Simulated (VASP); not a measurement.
# GaSb (F-43m) in VASP: further runs, part 2 of 2

VASP 6.6.1. Earlier steps stand in the parts before.

## Step 4: Single point, PBE

This run uses another cell than the first one, of 30.06 Å³/atom, 1.040 times its volume.

Contents of INCAR:

```
PREC = Accurate
ENCUT = 520
EDIFF = 1E-6
ISMEAR = 0
SIGMA = 0.05
LREAL = F
LASPH = T
NELM = 80
ALGO = Normal
ISIF = 2
LWAVE = F
LCHARG = F
GGA = PE
NBANDS = 16
```

Contents of KPOINTS:

```
Automatic mesh
0
Gamma
  6 6 6
```

Contents of POSCAR:

```
GaSb
1.0
    0.0000000000      3.1093730451      3.1093730451
    3.1093730451      0.0000000000      3.1093730451
    3.1093730451      3.1093730451      0.0000000000
Ga Sb
1 1
Direct
    0.0000000000      0.0000000000      0.0000000000
    0.7500000000      0.7500000000      0.7500000000
```

Potentials or basis: VASP PAW PBE potentials, release 64 (Ga_d, Sb).

Launch:

```
> cat potpaw_PBE.64/Ga_d/POTCAR potpaw_PBE.64/Sb/POTCAR > POTCAR
> mpirun -np 1 vasp_std > vasp.out
```

OUTCAR:

```text
PREC = Accurate
   ENCUT = 520
   EDIFF = 1E-6
   ISMEAR = 0
   LREAL = F
   LASPH = T
   NELM = 80
   ISIF = 2
   GGA = PE

 ion  position               nearest neighbor table
   1  0.000  0.000  0.000-   2 2.69   2 2.69   2 2.69   2 2.69
   2  0.750  0.750  0.750-   1 2.69   1 2.69   1 2.69   1 2.69

  LATTYP: Found a face centered cubic cell.
 ALAT       =     6.2187460902

  Lattice vectors:

 A1 = (   0.0000000000,   3.1093730451,   3.1093730451)
 A2 = (   3.1093730451,   0.0000000000,   3.1093730451)
 A3 = (   3.1093730451,   3.1093730451,   0.0000000000)

Analysis of symmetry for initial positions (statically):
=====================================================================
 Subroutine PRICEL returns:
 Original cell was already a primitive cell.

 Routine SETGRP: Setting up the symmetry group for a
 face centered cubic supercell.

 Subroutine GETGRP returns: Found 24 space group operations
 (whereof 24 operations were pure point group operations)
 out of a pool of 48 trial point group operations.

The static configuration has the point symmetry T_d .

Analysis of symmetry for dynamics (positions and initial velocities):
=====================================================================
 Subroutine PRICEL returns:
 Original cell was already a primitive cell.

 Routine SETGRP: Setting up the symmetry group for a
 face centered cubic supercell.

 Subroutine GETGRP returns: Found 24 space group operations
 (whereof 24 operations were pure point group operations)
 out of a pool of 48 trial point group operations.

The dynamic configuration has the point symmetry T_d .

 Subroutine INISYM returns: Found 24 space group operations
 (whereof 24 operations are pure point group operations),
 and found     1 'primitive' translations

----------------------------------------------------------------------------------------

                                     Primitive cell

  volume of cell :      60.1241

  direct lattice vectors                    reciprocal lattice vectors
     0.000000000  3.109373045  3.109373045    -0.160804121  0.160804121  0.160804121
     3.109373045  0.000000000  3.109373045     0.160804121 -0.160804121  0.160804121
     3.109373045  3.109373045  0.000000000     0.160804121  0.160804121 -0.160804121

  length of vectors
     4.397317531  4.397317531  4.397317531     0.278520908  0.278520908  0.278520908

  position of ions in fractional coordinates (direct lattice)
     0.000000000  0.000000000  0.000000000
     0.750000000  0.750000000  0.750000000

  ion indices of the primitive-cell ions
   primitive index   ion index
                 1           1
                 2           2

----------------------------------------------------------------------------------------

 KPOINTS: Automatic mesh

Automatic generation of k-mesh.
 Grid dimensions read from file:
 generate k-points for:    6    6    6

 Generating k-lattice:

  Cartesian coordinates                     Fractional coordinates (reciprocal lattice)
    -0.026800687  0.026800687  0.026800687     0.166666667  0.000000000  0.000000000
     0.026800687 -0.026800687  0.026800687     0.000000000  0.166666667  0.000000000
     0.026800687  0.026800687 -0.026800687     0.000000000  0.000000000  0.166666667

  Length of vectors
     0.046420151  0.046420151  0.046420151

  Shift w.r.t. Gamma in fractional coordinates (k-lattice)
     0.000000000  0.000000000  0.000000000

 Subroutine IBZKPT returns following result:
 ===========================================

 Found     16 irreducible k-points:

 Following reciprocal coordinates:
            Coordinates               Weight
  0.000000  0.000000  0.000000      1.000000
  0.166667  0.000000  0.000000      8.000000
  0.333333  0.000000  0.000000      8.000000
  0.500000  0.000000  0.000000      4.000000
  0.166667  0.166667  0.000000      6.000000
  0.333333  0.166667  0.000000     24.000000
[... 8 lines left out ...]
 -0.333333  0.333333  0.166667     24.000000
 -0.333333  0.500000  0.166667     12.000000
   k-points           NKPTS =     16   k-points in BZ     NKDIM =     16   number of bands    NBANDS=     16
   number of dos      NEDOS =    301   number of ions     NIONS =      2
   total plane-waves  NPLWV =  46656
   dimension x,y,z NGX =    36 NGY =   36 NGZ =   36
   dimension x,y,z NGXF=    72 NGYF=   72 NGZF=   72
   ions per type =               1   1
   NGX,Y,Z   is equivalent  to a cutoff of  13.61, 13.61, 13.61 a.u.
   NGXF,Y,Z  is equivalent  to a cutoff of  27.22, 27.22, 27.22 a.u.
 SYSTEM =  unknown system
   PREC   = accura    normal or accurate (medium, high low for compatibility)
   ISTART =      0    job   : 0-new  1-cont  2-samecut
   ICHARG =      2    charge: 1-file 2-atom 10-const
   ISPIN  =      1    spin polarized calculation?
   LNONCOLLINEAR =      F non collinear calculations
   LSORBIT =      F    spin-orbit coupling
   LASPH  =      T    aspherical Exc in radial PAW
   ENCUT  =  520.0 eV  38.22 Ry    6.18 a.u.   8.18  8.18  8.18*2*pi/ulx,y,z
   NELM   =     80;   NELMIN=  2; NELMDL= -5     # of ELM steps
   EDIFF  = 0.1E-05   stopping-criterion for ELM
   LREAL  =      F    real-space projection
   EDIFFG = 0.1E-04   stopping-criterion for IOM
   NSW    =      0    number of steps for IOM
   IBRION =     -1    ionic relax: 0-MD 1-quasi-New 2-CG
   NFREE  =      0    steps in history (QN), initial steepest desc. (CG)
   ISIF   =      2    stress and relaxation
   ISYM   =      2    0-nonsym 1-usesym 2-fastsym
   POTIM  = 0.5000    time-step for ionic-motion
   TEBEG  =    0.0;   TEEND  =   0.0 temperature during run
   PSTRESS=    0.0 pullay stress
   NELECT =      18.0000    total number of electrons
   NUPDOWN=      -1.0000    fix difference up-down
   EMIN   =  10.00;   EMAX   =-10.00  energy-range for DOS
   EFERMI =   0.00;   METHOD = LEGACY
   ISMEAR =     0;   SIGMA  =   0.05  broadening in eV -4-tet -1-fermi 0-gaus
   EFERMI_NEDOS =   21; number of points for ismear=-14 and -15
   IALGO  =     38    algorithm
   IMIX   =      4    mixing-type and parameters
     AMIX     =   0.40;   BMIX     =  1.00
     AMIX_MAG =   1.60;   BMIX_MAG =  1.00
  volume/ion in A,a.u.               =      30.06       202.87
  Fermi-wavevector in a.u.,A,eV,Ry     =   1.095173  2.069577 16.318889  1.199405
  Thomas-Fermi vector in A             =   2.231492
   LORBIT       =      0    0 simple, 1 ext, 2 COOP (PROOUT), +10 PAW based schemes
   GGA     = PE    functional components
   LHFCALC =     F    Hartree Fock is set to
   AEXX    =    0.0000 exact exchange contribution
   IVDW    =     0    specifies the selected vdW correction
   LEPSILON=     F    determine dielectric tensor
   LRPA    =     F    only Hartree local field effects (RPA)
 non-spin polarized calculation
 Gauss-broadening in eV      SIGMA  =   0.05
  energy-cutoff  :      520.00
  volume of cell :       60.12
 maximum number of plane-waves:      1639
 NGX is ok and might be reduce to    36
   NGX = 17   NGY = 17   NGZ = 17

 number of electron      17.9999991 magnetization

 Free energy of the ion-electron system (eV)
  ---------------------------------------------------
  ext. energy  EPLUGINS =         0.00000000
  ---------------------------------------------------
  free energy    TOTEN  =        -7.34332355 eV

  energy without entropy =       -7.34296646  energy(sigma->0) =       -7.34314501

 E-fermi :   4.4055     XC(G=0):  -8.8709

 val. band max:        4.3902720360   @ k =   0.0000   0.0000   0.0000
 cond. band min:       4.6939540034   @ k =   0.5000   0.0000   0.0000
 fundamental gap:      0.3036819674
 Fermi energy:         4.4055001418

 k-point     1 :       0.0000    0.0000    0.0000
  band No.  band energies     occupation
      1     -10.5606      2.00000
      2     -10.5606      2.00000
      3     -10.5606      2.00000
      4     -10.5182      2.00000
      5     -10.5182      2.00000
      6      -6.7562      2.00000
[... 8 lines left out ...]
     15      12.8851      0.00000
     16      12.8851      0.00000
[... 267 lines left out ...]
 k-point    16 :      -0.3333    0.5000    0.1667
  band No.  band energies     occupation
      1     -10.5937      2.00000
      2     -10.5450      2.00000
      3     -10.5411      2.00000
      4     -10.5245      2.00000
      5     -10.5165      2.00000
      6      -4.4663      2.00000
[... 8 lines left out ...]
     15      14.1548      0.00000
     16      15.5137      0.00000

------------------------ aborting loop because EDIFF is reached ----------------------------------------

  FORCE on cell =-STRESS in cart. coord.  units (eV):
  Direction    XX          YY          ZZ          XY          YZ          ZX
  --------------------------------------------------------------------------------------
  -------------------------------------------------------------------------------------
  Total        0.0216818      0.0216818      0.0216818     -0.0000000      0.0000000     -0.0000000
  in kB        0.5777727      0.5777727      0.5777727     -0.0000000      0.0000000     -0.0000000
  external PRESSURE =       0.5777727 kB  Pullay stress =       0.0000000 kB

 VOLUME and BASIS-vectors are now :
 -----------------------------------------------------------------------------
  energy-cutoff  :      520.00
  volume of cell :       60.12
      direct lattice vectors                 reciprocal lattice vectors
     0.000000000  3.109373045  3.109373045    -0.160804121  0.160804121  0.160804121
     3.109373045  0.000000000  3.109373045     0.160804121 -0.160804121  0.160804121
     3.109373045  3.109373045  0.000000000     0.160804121  0.160804121 -0.160804121

 POSITION                                       TOTAL-FORCE (eV/Angst)
 -----------------------------------------------------------------------------------
      0.00000      0.00000      0.00000        -0.000000     -0.000000     -0.000000
      4.66406      4.66406      4.66406         0.000000      0.000000      0.000000
 -----------------------------------------------------------------------------------
    total drift:                               -0.000001     -0.000001     -0.000001

  FREE ENERGIE OF THE ION-ELECTRON SYSTEM (eV)
  ---------------------------------------------------
  free  energy   TOTEN  =        -7.3433235512 eV

  energy  without entropy=       -7.3429664625  energy(sigma->0) =       -7.34314501
```

OSZICAR:

```text
N       E                     dE             d eps       ncg     rms          rms(c)
DAV:   1     0.776782948925E+02    0.77678E+02   -0.84653E+03   528   0.134E+03
DAV:   2    -0.127845207247E+01   -0.78957E+02   -0.75863E+02   592   0.283E+02
DAV:   3    -0.728318018422E+01   -0.60047E+01   -0.59893E+01   608   0.638E+01
DAV:   4    -0.739016963173E+01   -0.10699E+00   -0.10698E+00   696   0.945E+00
DAV:   5    -0.739268589842E+01   -0.25163E-02   -0.25162E-02   624   0.121E+00    0.299E+00
DAV:   6    -0.735259214095E+01    0.40094E-01   -0.62961E-02   752   0.379E+00    0.179E+00
DAV:   7    -0.734168006642E+01    0.10912E-01   -0.35796E-02   608   0.148E+00    0.348E-01
DAV:   8    -0.734273866810E+01   -0.10586E-02   -0.43665E-03   664   0.733E-01    0.756E-02
DAV:   9    -0.734325144982E+01   -0.51278E-03   -0.66721E-04   616   0.203E-01    0.309E-02
DAV:  10    -0.734330693693E+01   -0.55487E-04   -0.56767E-05   608   0.433E-02    0.873E-03
DAV:  11    -0.734332267726E+01   -0.15740E-04   -0.23544E-05   624   0.355E-02    0.605E-03
DAV:  12    -0.734332383162E+01   -0.11544E-05   -0.19602E-06   616   0.877E-03    0.178E-03
DAV:  13    -0.734332355117E+01    0.28045E-06   -0.82949E-08   424   0.265E-03
   1 F= -.73433236E+01 E0= -.73431450E+01  d E =-.357089E-03
```

Run time: 18 s. Hardware: 1 thread of AMD EPYC 7R13 (Zen 3), shared host; peak memory 0.17 GiB.

What came out:

```yaml
Free_energy: -7.3433 eV
Pressure: 0.1 GPa
Band_gap_on_the_k_mesh: zero (filled and empty bands touch)
```

Caveat: spin-orbit coupling is left out, which moves the levels of the heavy elements.

## Step 5: Single point, r2SCAN

This run uses another cell than the first one, of 28.81 Å³/atom, 0.997 times its volume.

Contents of POSCAR:

```
GaSb
1.0
    0.0000000000      3.0656859800      3.0656859800
    3.0656859800      0.0000000000      3.0656859800
    3.0656859800      3.0656859800      0.0000000000
Ga Sb
1 1
Direct
    0.0000000000      0.0000000000      0.0000000000
    0.7500000000      0.7500000000      0.7500000000
```

Contents of INCAR.step1:

```
PREC = Accurate ; ENCUT = 520
ISMEAR = 0 ; SIGMA = 0.05
LREAL = False ; LASPH = True
NELM = 60 ; NBANDS = 16
GGA = PE ; ALGO = Normal
EDIFF = 1E-4 ; LWAVE = True
LCHARG = False
```

Contents of INCAR.step2:

```
PREC = Accurate ; ENCUT = 520
EDIFF = 1E-6 ; ISMEAR = 0
SIGMA = 0.05 ; LREAL = False
LASPH = True ; NELM = 60
ALGO = Normal ; ISIF = 2
LWAVE = False ; LCHARG = False
METAGGA = R2SCAN ; LMIXTAU = True
NBANDS = 16 ; ISTART = 1
```

Contents of KPOINTS:

```
regular mesh
0
Gamma
  10 10 10
```

Launch:

```
> cat potpaw_PBE.64/Ga_d/POTCAR potpaw_PBE.64/Sb/POTCAR > POTCAR
> cp INCAR.step1 INCAR
> mpirun -np 1 vasp_std > vasp.out
> cp INCAR.step2 INCAR
> mpirun -np 1 vasp_std > vasp.out
```

Wall time 1.8 min (1 thread of AMD EPYC 7R13 (Zen 3), shared host); peak memory 0.18 GiB.

The run converged. Its results:

- Free energy: -37.6049 eV
- Pressure: 0.1 GPa
- Band gap on the k mesh: 0.40 eV, direct

Levels at points of the mesh, in eV from the valence-band top:
| k point | band 7 | band 8 | band 9 | band 10 | band 11 | band 12 |
| --- | --- | --- | --- | --- | --- | --- |
| (0.00, 0.00, 0.00) | 0.00 | 0.00 | 0.00 | 0.40 | 2.98 | 2.98 |
| (0.50, 0.00, 0.00) | -6.55 | -1.20 | -1.20 | 0.67 | 4.01 | 4.01 |
| (0.50, 0.50, 0.00) | -7.02 | -2.67 | -2.67 | 1.13 | 1.49 | 9.22 |

Caveat: the PAW data sets were made with another functional, which shifts forces and pressure a little; spin-orbit coupling is left out, which moves the levels of the heavy elements.

## Step 6: The runs side by side

| level | cell | k mesh | gap on the mesh (eV) | pressure (GPa) |
| --- | --- | --- | --- | --- |
| PBE | a = 4.340 Å, angles 60.0°, 2 atoms | 6 × 6 × 6 | none | 2.0 |
| PBE | a = 4.359 Å, angles 60.0°, 2 atoms | 6 × 6 × 6 | none | 1.3 |
| PBE | a = 4.397 Å, angles 60.0°, 2 atoms | 6 × 6 × 6 | none | 0.1 |
| r2SCAN | a = 4.336 Å, angles 60.0°, 2 atoms | 10 × 10 × 10 | 0.40 | 0.1 |

Alike in all rows: task single point; potentials or basis VASP PAW PBE potentials, release 64 (Ga_d, Sb); no spin polarisation; cutoff (eV) 520; smearing gaussian 0.05 eV.

Caveats: spin-orbit coupling is left out, which moves the levels of the heavy elements; the PAW data sets were made with another functional, which shifts forces and pressure a little (some runs).

Total energies depend on the potentials used, so only differences within one code and one set of settings carry meaning.

## Step 7: Comparison with measurements

Step 2. A measured gap of GaSb is 0.811 eV (direct; 4.2 K; a printed reference work, data compilation); the calculated 0.00 eV misses it by -0.81 eV. Spin-orbit coupling on Ga, Sb is left out. The value is that of PBE on a finite k mesh, which can miss the band edges, without temperature or zero-point motion. Semilocal functionals fall short of measured gaps as a rule.

Step 3. A measured gap of GaSb is 0.811 eV (direct; 4.2 K; a printed reference work, data compilation); the calculated 0.00 eV misses it by -0.81 eV. Spin-orbit coupling on Ga, Sb is left out. The value is that of PBE on a finite k mesh, which can miss the band edges, without temperature or zero-point motion. Semilocal functionals fall short of measured gaps as a rule.

Step 4. Measured gap of GaSb: 0.811 eV (direct; 4.2 K; a printed reference work, data compilation). This calculation gives 0.00 eV (-0.81 eV). Spin-orbit coupling on Ga, Sb is left out. The value is that of PBE on a finite k mesh, which can miss the band edges, without temperature or zero-point motion. Semilocal functionals fall short of measured gaps as a rule.

Step 5. Measured gap of GaSb: 0.811 eV (direct; 4.2 K; a printed reference work, data compilation). This calculation gives 0.40 eV (-0.41 eV). Spin-orbit coupling on Ga, Sb is left out. The value is that of r2SCAN on a finite k mesh, which can miss the band edges, without temperature or zero-point motion.
